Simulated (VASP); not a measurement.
# SiGe (P6_3mc) in VASP: further runs, part 2 of 2

VASP 6.6.1.

## 3. Single point, LDA (all Si atoms moved -0.250 Å, as atom 1 along Cartesian [0 0 1])

Input file INCAR:

```
PREC     = Accurate       # precision mode
ENCUT    = 520            # plane-wave cutoff, eV
EDIFF    = 1E-6           # SCF threshold, eV
ISMEAR   = 0              # smearing method
SIGMA    = 0.03           # smearing width, eV
LREAL    = F              # projectors in reciprocal space
LASPH    = T              # aspherical terms in the spheres
NELM     = 100            # most SCF steps
ALGO     = Fast           # electronic algorithm
ISIF     = 2              # what is computed and relaxed
LWAVE    = F              # write WAVECAR
LCHARG   = F              # write CHGCAR
NBANDS   = 26             # bands
```

Input file KPOINTS:

```
regular mesh
0
Gamma
  12 12 6
```

Input file POSCAR:

```
SiGe
1.0
    3.9044512986      0.0000000000      0.0000000000
   -1.9522256493      3.3813540124      0.0000000000
    0.0000000000      0.0000000000      6.4507830000
Si Ge
2 2
Direct
    0.6666666667      0.3333333333      0.8358520148
    0.3333333333      0.6666666667      0.3358520148
    0.6666666667      0.3333333333      0.5003920000
    0.3333333333      0.6666666667      0.0003920000
```

Potentials or basis: VASP PAW LDA potentials, release 64 (Si, Ge_d).

Command:

```console
$ cat potpaw_LDA.64/Si/POTCAR potpaw_LDA.64/Ge_d/POTCAR > POTCAR
$ mpirun -np 1 vasp_std > vasp.out
```

OUTCAR:

```text
PREC = Accurate
   ENCUT = 520
   EDIFF = 1E-6
   ISMEAR = 0
   LREAL = F
   LASPH = T
   NELM = 100
   ISIF = 2

 ion  position               nearest neighbor table
   1  0.667  0.333  0.836-   3 2.16   4 2.49   4 2.49   4 2.49
   2  0.333  0.667  0.336-   4 2.16   3 2.49   3 2.49   3 2.49
   3  0.667  0.333  0.500-   1 2.16   2 2.49   2 2.49   2 2.49
   4  0.333  0.667  0.000-   2 2.16   1 2.49   1 2.49   1 2.49

  LATTYP: Found a hexagonal cell.
 ALAT       =     3.9044512986
 C/A-ratio  =     1.6521612146

  Lattice vectors:

 A1 = (   3.9044512986,   0.0000000000,   0.0000000000)
 A2 = (  -1.9522256493,   3.3813540124,   0.0000000000)
 A3 = (   0.0000000000,   0.0000000000,   6.4507830000)

Analysis of symmetry for initial positions (statically):
=====================================================================
 Subroutine PRICEL returns:
 Original cell was already a primitive cell.

 Routine SETGRP: Setting up the symmetry group for a
[... 167 lines left out ...]

 Free energy of the ion-electron system (eV)
  ---------------------------------------------------
  ext. energy  EPLUGINS =         0.00000000
  ---------------------------------------------------
  free energy    TOTEN  =       -21.30244290 eV

  energy without entropy =      -21.30180223  energy(sigma->0) =      -21.30212256

 E-fermi :   5.6291     XC(G=0):  -9.9880

 val. band max:        5.6250709553   @ k =   0.3333  -0.0000   0.3333
 cond. band min:       5.6406350217   @ k =   0.0833   0.0833   0.0000
 fundamental gap:      0.0155640665
 Fermi energy:         5.6291416393

 k-point     1 :       0.0000    0.0000    0.0000
  band No.  band energies     occupation
      1     -19.3934      2.00000
      2     -19.3916      2.00000
      3     -19.3483      2.00000
      4     -19.3483      2.00000
      5     -19.3424      2.00000
      6     -19.3424      2.00000
[... 685 lines left out ...]
     25      12.5755      0.00000
     26      12.8418      0.00000

 [... further k-points ...]
[... 5 lines left out ...]
  --------------------------------------------------------------------------------------
  -------------------------------------------------------------------------------------
  Total       -3.2176755     -3.2176755      6.8013492      0.0000000      0.0000000      0.0000000
  in kB      -60.5326577    -60.5326577    127.9506727      0.0000000      0.0000000      0.0000000
  external PRESSURE =       2.2951191 kB  Pullay stress =       0.0000000 kB

 VOLUME and BASIS-vectors are now :
 -----------------------------------------------------------------------------
  energy-cutoff  :      520.00
  volume of cell :       85.17
      direct lattice vectors                 reciprocal lattice vectors
     3.904451299  0.000000000  0.000000000     0.256117934  0.147869758  0.000000000
    -1.952225649  3.381354012  0.000000000     0.000000000  0.295739516  0.000000000
     0.000000000  0.000000000  6.450783000     0.000000000  0.000000000  0.155019941

 POSITION                                       TOTAL-FORCE (eV/Angst)
 -----------------------------------------------------------------------------------
      1.95223      1.12712      5.39190         0.000000      0.000000      3.946595
     -0.00000      2.25424      2.16651        -0.000000     -0.000000      3.946595
      1.95223      1.12712      3.22792        -0.000000      0.000000     -3.946595
     -0.00000      2.25424      0.00253        -0.000000      0.000000     -3.946595
 -----------------------------------------------------------------------------------
    total drift:                                0.000000      0.000000      0.000750

  FREE ENERGIE OF THE ION-ELECTRON SYSTEM (eV)
  ---------------------------------------------------
  free  energy   TOTEN  =       -21.3024429016 eV

  energy  without entropy=      -21.3018022275  energy(sigma->0) =      -21.30212256
```

It took 71 s on 1 thread of Intel Xeon 6975P-C (Granite Rapids), shared host; peak memory 0.26 GiB.

Results:

```
Free energy            : -21.3024 eV
Pressure               : 0.2 GPa
Largest force          : 3.947 eV/Å
Band gap on the k mesh : none (metal or under the smearing width)
```

Forces on the atoms (eV/Å):
```
Si   0.000  0.000  3.947
Si   0.000  0.000  3.947
Ge   0.000  0.000 -3.947
Ge   0.000  0.000 -3.947
```

Stress tensor (GPa, compression positive):
```
-6.05  0.00  0.00
 0.00 -6.05  0.00
 0.00  0.00 12.80
```

Levels at points of the mesh, in eV from the Fermi level:
```tsv
k point	band 14	band 15	band 16	band 17	band 18	band 19	band 20	band 21	band 22	band 23
(0.00, 0.00, 0.00)	-1.75	-1.63	-1.63	0.52	0.52	0.73	1.10	1.38	1.38	3.35
(0.50, 0.00, 0.00)	-6.06	-5.42	-3.90	-3.18	-1.01	0.46	1.82	2.01	2.07	4.83
(0.00, 0.00, 0.50)	-5.52	-0.92	-0.92	-0.92	-0.92	1.55	1.55	2.99	2.99	2.99
(0.50, 0.00, 0.50)	-7.50	-3.22	-3.22	-2.41	-2.41	0.10	0.10	2.06	2.06	4.89
```

Caveat: forces of over 1 eV/Å show positions far from the minimum, so gaps and moduli don't describe the material at rest.

## 4. Single point, LDA (all Si atoms moved -0.500 Å, as atom 1 along Cartesian [0 0 1])

Input file INCAR:

```
  ALGO = Fast
  EDIFF = 1E-6
  ENCUT = 520
  GGA = CA
  ISIF = 2
  ISMEAR = 0
  LASPH = T
  LCHARG = F
  LREAL = F
  LWAVE = F
  NBANDS = 26
  NELM = 100
  PREC = Accurate
  SIGMA = 0.03
```

Input file KPOINTS:

```
k-points
0
Gamma
  12 12 6
```

Changes to POSCAR since step 3:

```diff
@@ -8,4 +8,4 @@
 Direct
-    0.6666666667      0.3333333333      0.8358520148
-    0.3333333333      0.6666666667      0.3358520148
+    0.6666666667      0.3333333333      0.7970970295
+    0.3333333333      0.6666666667      0.2970970295
     0.6666666667      0.3333333333      0.5003920000
```

Command:

```console
$ cat potpaw_LDA.64/Si/POTCAR potpaw_LDA.64/Ge_d/POTCAR > POTCAR
$ mpirun -np 1 vasp_std > vasp.out
```

It took 77 s on 1 thread of Intel Xeon 6975P-C (Granite Rapids), shared host; peak memory 0.26 GiB.

It converged, with:

| Property | Result |
| --- | --- |
| Free energy | -17.7611 eV |
| Pressure | 11.5 GPa |
| Largest force | 10.906 eV/Å |
| Band gap on the k mesh | none (metal or under the smearing width) |

Forces on the atoms (eV/Å):
```
Si    0.000   0.000  10.906
Si    0.000   0.000  10.906
Ge    0.000   0.000 -10.906
Ge    0.000   0.000 -10.906
```

Stress tensor (GPa, compression positive):
```
-8.59  0.00  0.00
 0.00 -8.59  0.00
 0.00  0.00 51.73
```

Levels at points of the mesh, in eV from the Fermi level:
```
           k point  band 16  band 17  band 18  band 19  band 20  band 21
(0.00, 0.00, 0.00)    -1.42     0.90     0.90     1.18     1.52     1.61
(0.50, 0.00, 0.00)    -4.11    -2.88    -0.01     0.97     1.15     1.22
(0.00, 0.00, 0.50)    -0.69    -0.69    -0.69     2.33     2.33     3.43
(0.50, 0.00, 0.50)    -3.09    -2.03    -2.03    -0.06    -0.06     2.71
```

Caveat: forces of over 1 eV/Å show positions far from the minimum, so gaps and moduli don't describe the material at rest.

## 5. Summary

| cell | gap on the mesh (eV) | pressure (GPa) | largest force (eV/Å) |
| --- | --- | --- | --- |
| all Si atoms moved +0.375 Å, as atom 1 along Cartesian [0 0 1] | none | 0.6 | 2.06 |
| all Si atoms moved -0.250 Å, as atom 1 along Cartesian [0 0 1] | none | 0.2 | 3.95 |
| all Si atoms moved -0.500 Å, as atom 1 along Cartesian [0 0 1] | none | 11.5 | 10.91 |

Alike in all rows: task single point; level LDA; potentials or basis VASP PAW LDA potentials, release 64 (Si, Ge_d); no spin polarisation; k mesh 12 × 12 × 6; cutoff (eV) 520; smearing gaussian 0.03 eV.

Caveats: forces of over 1 eV/Å show positions far from the minimum, so gaps and moduli don't describe the material at rest.

Absolute energies hang on the potentials; compare differences alone.
